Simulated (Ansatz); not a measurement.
**Response of Pd to small distortions**

```
Pd
1.0
     2.61292    0.00000    0.00000
     0.00000    2.61292    0.00000
     0.00000    0.00000    2.61292
Pd
1
Cartesian
  0.0000 0.0000 0.0000
```

Conventional cell: a = 2.613 Å, b = 2.613 Å, c = 2.613 Å, α = 90.00°, β = 90.00°, γ = 90.00°. Pd (atom 1) has 6 Pd at 2.61 Å as nearest neighbours.

The structure comes from a relaxation in the same program, started in the sc type, and has space group Pm-3m. Whether it is a known phase or the ground state wasn't checked.

Spin polarisation is left out, and whether a magnetic state lies lower isn't shown here.

The calculation used Ansatz 0.2.0, DFT, PBE, all-electron LAPW, scalar-relativistic.

Numerical set-up: a Γ-centred 13×13×13 k mesh, Fermi–Dirac smearing of 0.03 eV, basis error target 1 meV/atom, no spin polarisation.

The unchanged cell is at -0.08 GPa.

In a metal, stresses and small energies carry noise from the k mesh.

x, y and z are the Cartesian axes of the cell as listed; fractional coordinates follow a strain, and an engineering shear is twice the off-diagonal strain component.

Problem. With this change (z strained by -2 % at fixed volume), what becomes of the energy and stress?

Solution. Energy change +10 meV/atom; stress change (xx, yy, zz, yz, xz, xy) -2.60, -2.60, 6.11, 0.00, 0.00, 0.00 GPa, compression positive.

Problem. With this change (z strained by -1 % at fixed volume), what becomes of the energy and stress?

Solution. Energy change +2 meV/atom; stress change (xx, yy, zz, yz, xz, xy) -1.34, -1.34, 2.91, 0.00, 0.00, 0.00 GPa, compression positive.
